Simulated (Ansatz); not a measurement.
# TiAl (P-6m2) in Ansatz: a series of runs

One crystal, TiAl, is run at these levels: PBEsol; tasks: single point, equation of state.

All numbers are computed with Ansatz 0.2.0; they aren't measurements. Logs are shortened: lines on timing, memory, paths and dates and some standing lists are left out, and cuts for length are marked.

### 1 The structure

It takes space group P-6m2 (No. 187, hexagonal). Conventional cell: a = 2.867 Å, b = 2.867 Å, c = 4.678 Å, α = 90.00°, β = 90.00°, γ = 120.00°. Ti (site symmetry -6m2) has 6 Al at 2.87 Å and 6 Ti at 2.87 Å as nearest neighbours. Around Al (site symmetry -6m2) lie 6 Ti at 2.87 Å and 6 Al at 2.87 Å.

The cell comes from a database or a generator and needn't be the stable form of this composition.

### 2 Single point, PBEsol, 15.65 Å³/atom (volume scaled by 0.94)

input.yaml

```yaml
crystal:
  lattice:
    - [2.8087302532, 0.0, 0.0]
    - [-1.4043651265, 2.4324317516, 0.0]
    - [0.0, 0.0, 4.5825851222]
  atoms:
    - { symbol: Ti, position: [0.0, 0.0, 0.0] }
    - { symbol: Al, position: [0.3333333333, 0.6666666667, 0.5] }
kpoints:
  mp_grid: { grid: [11, 11, 6] }
scf:
  occupations: { method: fermi_dirac, width: 0.05 }
hamiltonian:
  xc: pbesol
  pseudopotentials: { kind: all_electron, lapw: { basis_error: 0.001 } }
output:
  forces: true
  stress: true
  eigenvalues: true
```

Potentials or basis: all-electron LAPW, scalar-relativistic.

Started as:

```bash
$ ansatz run input.yaml --threads 1 --pin off --max-ram 3072MiB --backend cpu --events-out ev --progress --plain --runs-dir out
```

The log of the run:

```text
Warning: RAYON_NUM_THREADS=1 ignored (pool sized by the plan → 1); use --threads N
LAPW: plane waves up to 7.849 Å⁻¹, error target 1.0e-3 eV per atom; small_component_spin mean_spin; Al in spheres of 1.403 Å, 11 of its electrons in bands, Dirac shells []; Ti in spheres of 1.404 Å, 12 of its electrons in bands, Dirac shells [] (how accurate: hamiltonian.pseudopotentials.lapw.basis_error, Limitations)
Engine: ansatz 0.2.0, x86_64-unknown-linux-gnu
Pseudopotentials: kind: all_electron
Pseudopotential: Ti, LAPW, valence charge 12, lapw/all_electron/scalar/gaussian/Ti, Koelling and Harmon's equation, gaussian nucleus
Pseudopotential: Al, LAPW, valence charge 11, lapw/all_electron/scalar/gaussian/Al, Koelling and Harmon's equation, gaussian nucleus
Functional definition: PBEsol
  exchange = pbesol_x
  correlation = pbesol_c
Crystal: 2 atoms, lattice volume = 31.308 Å³
Basis set: ecut = 234.73209968865197 eV, 251 PW (Γ), exchange–correlation at level 2
Bands: 16, of which v1, the nominal top of the filled ones, is band 12 counted from 1 (11 counted from 0)
Symmetry: 12 space group operations
Space group: P-6m2 (ITA 187), of the structure as read, at distance tolerance 3.2e-5 Å
k-points: 64 of 726 (time reversal used)
Non-local potential: Ti, projectors of the file, none
Non-local potential: Al, projectors of the file, none
Initial density: superposition of atomic densities (chi_scale 0.1, normalization cell, long waves kept (reshape's long-wave potential 0.00 eV rms))
Initial wavefunctions: plane waves of lowest kinetic energy (no species holds an atomic orbital)
Functional: x = pbesol(κ = 0.804, μ = 0.12345679012345678), c = pbesol(β = 0.046)
iter 1 solved again at ethr=1.97e-3 eV; its pass at ethr=1.00e-1 eV (dr2=4.52e-1 eV) is discarded
SCF iter   1: F=—  HF=-29802.920417 eV  |F-HF|=—  |Δ(HF+E_count)|=         —  Δρ=2.57e-2  dr2=4.53e-1  ethr=1.97e-3  ⟨swp⟩=2.1  Hψ=7118  notcnv=0
preconditioner: auto → none  [metal: Δε(μ)=0.010 eV  Ē_g=5.500 eV  σ=0.050 eV  W_gap=0.05  n_scr=8 (ndim 8)  ℏωp=17.6 eV  f_vac=0.000  D(μ)=2.85/eV (n_scr^D=34)  sad-step TF]
SCF iter   2: F=—  HF=-29802.764553 eV  |F-HF|=—  |Δ(HF+E_count)|=   1.56e-1  Δρ=1.97e-2  dr2=4.99e-1  ethr=1.97e-3  ⟨swp⟩=2.0  Hψ=3200  notcnv=0
SCF iter   3: F=—  HF=-29802.931953 eV  |F-HF|=—  |Δ(HF+E_count)|=   1.67e-1  Δρ=2.94e-2  dr2=1.08e0  ethr=1.97e-3  ⟨swp⟩=3.0  Hψ=3637  notcnv=0  recentre
iter 4 solved again at ethr=3.36e-5 eV; its pass at ethr=1.97e-3 eV (dr2=7.72e-3 eV) is discarded
SCF iter   4: F=—  HF=-29802.650805 eV  |F-HF|=—  |Δ(HF+E_count)|=   2.81e-1  Δρ=4.46e-3  dr2=7.66e-3  ethr=3.36e-5  ⟨swp⟩=2.1  Hψ=5382  notcnv=0
SCF iter   5: F=—  HF=-29802.648899 eV  |F-HF|=—  |Δ(HF+E_count)|=         —  Δρ=4.31e-4  dr2=5.19e-5  ethr=3.33e-5  ⟨swp⟩=2.0  Hψ=2931  notcnv=0
the basis was enlarged: its passes take 177.9 KiB over the memory plan, 1 of 1 planned eigensolver slots
SCF iter   6: F=—  HF=-29802.648757 eV  |F-HF|=—  |Δ(HF+E_count)|=   1.42e-4  Δρ=1.57e-4  dr2=2.12e-5  ethr=2.26e-7  ⟨swp⟩=3.0  Hψ=3098  notcnv=0
SCF iter   7: F=—  HF=-29802.648751 eV  |F-HF|=—  |Δ(HF+E_count)|=   5.57e-6  Δρ=2.57e-5  dr2=8.34e-7  ethr=9.21e-8  ⟨swp⟩=2.0  Hψ=2931  notcnv=0
SCF iter   8: F=-29802.648751 eV  HF=-29802.648751 eV  |F-HF|=3.51e-9  |Δ(HF+E_count)|=   2.07e-7  Δρ=2.39e-6  dr2=2.97e-9  ethr=3.63e-9  ⟨swp⟩=2.0  Hψ=2931  notcnv=0
SCF 1 converged in 8 iterations: F = -29802.648751 eV  dr2 = 2.97e-9
SCF converged after 8 iterations
Free energy (F): -29802.648751 eV
Harris-Foulkes:  -29802.648751 eV  (|F-HF|=3.51e-9)
Internal energy: -29802.626765 eV  (E = F + TS)
E sigma→0 (E₀):  -29802.637758 eV
Entropy (-TS):   -0.021986 eV (-10.993 meV/atom)
Fermi energy:    12.371548 eV
--- Per-component energies (eV) ---
  E_band       = -625.495691
  E_kinetic    = 30037.855096
  E_xc         = -1616.858180
  E_electrostatic = -58223.623681  (all electrons and nuclei)
  E_smearing   = -0.021986  (= −TS)
  E_closure    = 0.000000  (closes the sum)
  E_atoms      = -29790.843840  (free atoms, spherical and without spin; not in F)
  Σ components = -29802.648751   (vs F -29802.648751, Δ=0.00e0)
  Basis errors (estimates in eV, not in F): energy 8.8e-5 per atom: plane waves 4.4e-5 (3.3e-5 summed), levels above the bands 9.8e-47, relativity 6.4e-9, radial functions 4.4e-5, core shells 6.0e-8; eigenvalues (radial functions only) 1.4e-6; not estimated: angular momenta, meshes, grids; target (lapw.basis_error) 1.0e-3; muffin-tin radii Al 1.403 Å, Ti 1.404 Å
--- Forces (eV/Å), atoms counted from 1 ---
  atom   1  Ti     0.00000000    -0.00000000     0.00000000
  atom   2  Al    -0.00000000     0.00000000    -0.00000000
  max |Σ_I F_I| component: 6.71e-17 eV/Å
--- Stress (GPa, compression-positive) ---
        4.294155       0.000000       0.000000
        0.000000       4.294155      -0.000000
        0.000000      -0.000000       3.878646
  P = ⅓ Tr σ = 4.1557 GPa (41.557 kbar)
--- Band table (eV; the first three rows and the last of 64) ---
  k-point 0: bands = ["-89.5651", "-51.2493", "-51.2493", "-51.2029", "-43.7288", "-20.1774", "-19.6831", "-19.6831", "3.1762", "10.0164", "10.5376", "13.7413", "13.7413", "15.3718", "15.3718", "16.6171"]
  k-point 1: bands = ["-89.5651", "-51.2493", "-51.2493", "-51.2029", "-43.7287", "-20.1792", "-19.6831", "-19.6831", "3.3580", "8.8944", "11.2875", "13.7445", "13.7445", "15.3506", "15.3506", "17.1891"]
  k-point 2: bands = ["-89.5651", "-51.2493", "-51.2493", "-51.2030", "-43.7285", "-20.1826", "-19.6831", "-19.6831", "3.8163", "7.6033", "11.7677", "13.7510", "13.7510", "15.3089", "15.3089", "18.5212"]
  k-point 63: bands = ["-89.5623", "-51.2667", "-51.2625", "-51.2000", "-43.5895", "-20.2440", "-20.1041", "-20.0464", "9.7549", "10.5947", "11.6508", "12.0418", "12.4234", "13.6895", "15.8615", "17.4813"]
```

Wall time 12 s (1 thread of Intel Xeon at 2.70GHz, shared host); peak memory 0.31 GiB.

Results:

| Item | Value |
| --- | --- |
| Free energy | -29802.6488 eV |
| Pressure | 4.2 GPa |
| Band gap on the k mesh | none (metal or under the smearing width) |

### 3 Single point, PBEsol, 15.99 Å³/atom (volume scaled by 0.96)

input.yaml, as its differences from that of step 2:

```diff
@@ -2,5 +2,5 @@
   lattice:
-    - [2.8087302532, 0.0, 0.0]
-    - [-1.4043651265, 2.4324317516, 0.0]
-    - [0.0, 0.0, 4.5825851222]
+    - [2.8285106954, 0.0, 0.0]
+    - [-1.4142553477, 2.4495621171, 0.0]
+    - [0.0, 0.0, 4.6148579117]
   atoms:
```

Potentials or basis: all-electron LAPW, scalar-relativistic.

Started as:

```bash
$ ansatz run input.yaml --threads 1 --pin off --max-ram 3072MiB --backend cpu --events-out ev --progress --plain --runs-dir out
```

Run time: 20 s. Hardware: 1 thread of Intel Xeon at 2.70GHz, shared host; peak memory 0.31 GiB.

The run converged. Its results:

```yaml
Free_energy: -29802.6606 eV
Pressure: 1.6 GPa
Band_gap_on_the_k_mesh: none (metal or under the smearing width)
```

### 4 Single point, PBEsol, 16.32 Å³/atom (volume scaled by 0.98)

input.yaml, as its differences from that of step 3:

```diff
@@ -2,5 +2,5 @@
   lattice:
-    - [2.8285106954, 0.0, 0.0]
-    - [-1.4142553477, 2.4495621171, 0.0]
-    - [0.0, 0.0, 4.6148579117]
+    - [2.8480182822, 0.0, 0.0]
+    - [-1.424009141, 2.4664561828, 0.0]
+    - [0.0, 0.0, 4.6466855238]
   atoms:
```

Started as:

```bash
$ ansatz run input.yaml --threads 1 --pin off --max-ram 3072MiB --backend cpu --events-out ev --progress --plain --runs-dir out
```

Run time: 18 s. Hardware: 1 thread of Intel Xeon at 2.70GHz, shared host; peak memory 0.31 GiB.

Results (log left out):

| Quantity | Value |
| --- | --- |
| Free energy | -29802.6623 eV |
| Pressure | -0.7 GPa |
| Band gap on the k mesh | none (metal or under the smearing width) |

### 5 Single point, PBEsol, 16.65 Å³/atom

input.yaml, as its differences from that of step 4:

```diff
@@ -2,5 +2,5 @@
   lattice:
-    - [2.8480182822, 0.0, 0.0]
-    - [-1.424009141, 2.4664561828, 0.0]
-    - [0.0, 0.0, 4.6466855238]
+    - [2.8672622327, 0.0, 0.0]
+    - [-1.4336311163, 2.4831219328, 0.0]
+    - [0.0, 0.0, 4.678083]
   atoms:
```

Started as:

```bash
$ ansatz run input.yaml --threads 1 --pin off --max-ram 3072MiB --backend cpu --events-out ev --progress --plain --runs-dir out
```

Run time: 15 s. Hardware: 1 thread of Intel Xeon at 2.70GHz, shared host; peak memory 0.31 GiB.

Results (log left out):

- Free energy: -29802.6547 eV
- Pressure: -2.9 GPa
- Band gap on the k mesh: none (metal or under the smearing width)

### 6 Single point, PBEsol, 16.99 Å³/atom (volume scaled by 1.02)

input.yaml, as its differences from that of step 5:

```diff
@@ -2,5 +2,5 @@
   lattice:
-    - [2.8672622327, 0.0, 0.0]
-    - [-1.4336311163, 2.4831219328, 0.0]
-    - [0.0, 0.0, 4.678083]
+    - [2.8862512777, 0.0, 0.0]
+    - [-1.4431256388, 2.4995669282, 0.0]
+    - [0.0, 0.0, 4.709064585]
   atoms:
```

Potentials or basis: all-electron LAPW, scalar-relativistic.

Started as:

```bash
$ ansatz run input.yaml --threads 1 --pin off --max-ram 3072MiB --backend cpu --events-out ev --progress --plain --runs-dir out
```

Run time: 14 s. Hardware: 1 thread of Intel Xeon at 2.70GHz, shared host; peak memory 0.31 GiB.

The run converged. Its results:

* Free energy: -29802.6387 eV
* Pressure: -4.8 GPa
* Band gap on the k mesh: none (metal or under the smearing width)

### 7 Single point, PBEsol, 17.32 Å³/atom (volume scaled by 1.04)

input.yaml, as its differences from that of step 6:

```diff
@@ -2,5 +2,5 @@
   lattice:
-    - [2.8862512777, 0.0, 0.0]
-    - [-1.4431256388, 2.4995669282, 0.0]
-    - [0.0, 0.0, 4.709064585]
+    - [2.9049936943, 0.0, 0.0]
+    - [-1.4524968471, 2.515798337, 0.0]
+    - [0.0, 0.0, 4.7396437833]
   atoms:
```

Started as:

```bash
$ ansatz run input.yaml --threads 1 --pin off --max-ram 3072MiB --backend cpu --events-out ev --progress --plain --runs-dir out
```

It took 12 s on 1 thread of Intel Xeon at 2.70GHz, shared host; peak memory 0.31 GiB.

It converged, with:

- Free energy: -29802.6152 eV
- Pressure: -6.5 GPa
- Band gap on the k mesh: none (metal or under the smearing width)

### 8 Single point, PBEsol, 17.65 Å³/atom (volume scaled by 1.06)

input.yaml, as its differences from that of step 7:

```diff
@@ -2,5 +2,5 @@
   lattice:
-    - [2.9049936943, 0.0, 0.0]
-    - [-1.4524968471, 2.515798337, 0.0]
-    - [0.0, 0.0, 4.7396437833]
+    - [2.9234973377, 0.0, 0.0]
+    - [-1.4617486688, 2.5318229623, 0.0]
+    - [0.0, 0.0, 4.7698334112]
   atoms:
```

Started as:

```bash
$ ansatz run input.yaml --threads 1 --pin off --max-ram 3072MiB --backend cpu --events-out ev --progress --plain --runs-dir out
```

Wall time 15 s (1 thread of Intel Xeon at 2.70GHz, shared host); peak memory 0.31 GiB.

Results (log left out):

```
Free energy            : -29802.5848 eV
Pressure               : -8.1 GPa
Band gap on the k mesh : none (metal or under the smearing width)
```

### 9 Equation of state, PBEsol

Potentials or basis: all-electron LAPW, scalar-relativistic.

This step only gathers the single runs of the series.

Results:

- Equilibrium volume: 16.21 Å³/atom
- Bulk modulus at fixed shape and positions: 112 GPa
- Pressure derivative of the bulk modulus: 3.8

Energy against volume, from the lowest point:
```
volume (Å³/atom)  energy (meV/atom)
          15.654               6.76
          15.987               0.83
          16.320               0.00
          16.653               3.79
          16.986              11.76
          17.320              23.54
          17.653              38.76
```

Caveat: the cell was scaled at fixed shape and fractional positions, which overstates the stiffness of a crystal with free parameters, most of all of layers and chains.
